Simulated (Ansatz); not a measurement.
CsSnI3:

```
CELL_PARAMETERS angstrom
6.20570 0.00000 0.00000
0.00000 6.20570 0.00000
0.00000 0.00000 6.20570
ATOMIC_POSITIONS crystal
Cs 0.00000 0.00000 0.00000
I 0.50000 0.50000 0.00000
I 0.50000 0.00000 0.50000
I 0.00000 0.50000 0.50000
Sn 0.50000 0.50000 0.50000
```

```yaml
Program: Ansatz 0.2.0
Task: relaxation of cell and atoms
Functional: PBEsol
Dispersion: D4
Potentials_or_basis: Ansatz PAW
Cutoff: "420 eV (not typed: the program's choice for these potentials)"
k_mesh: 5 × 5 × 5
Occupations: fermi-dirac, width 0.05 eV
Spin: no spin polarisation
```

At the start: volume 47.80 Å³/atom.

**Question.** Where does the relaxation end?

**Answer.** It ends after 13 steps and the volume is 45.33 Å³/atom (-5.2 %); space group Pm-3m (No. 221, to 0.05 Å).

The path:
```
step  energy change (eV)  largest force (eV/Å)  volume (Å³)
   1              0.0000                0.0000       238.99
   2             -0.0464                0.0000       231.15
   3             -0.0543                0.0000       226.34
   4             -0.0561                0.0000       228.55
   5             -0.0564                0.0000       228.46
   6             -0.0605                0.0000       226.95
   7             -0.0606                0.0000       226.86
   8             -0.0608                0.0000       226.59
   9             -0.0608                0.0000       226.76
  10             -0.0609                0.0000       226.70
  11             -0.0609                0.0000       226.65
  12             -0.0609                0.0000       226.67
  13             -0.0597                0.0000       226.67
```

Final structure:
```
Cs I Sn
1.0
     6.09723    0.00000    0.00000
     0.00000    6.09723    0.00000
     0.00000    0.00000    6.09723
Cs I Sn
1 3 1
Direct
  0.00000 0.00000 0.00000
  0.50000 0.50000 0.00000
  0.50000 0.00000 0.50000
  0.00000 0.50000 0.50000
  0.50000 0.50000 0.50000
```

Caveat: the plane-wave basis is chosen anew once the cell has moved, so the energies of steps on either side of that aren't comparable; the PAW data sets come from PBE, with cores solved anew for the run's functional, which leaves a small shift of forces and pressure.
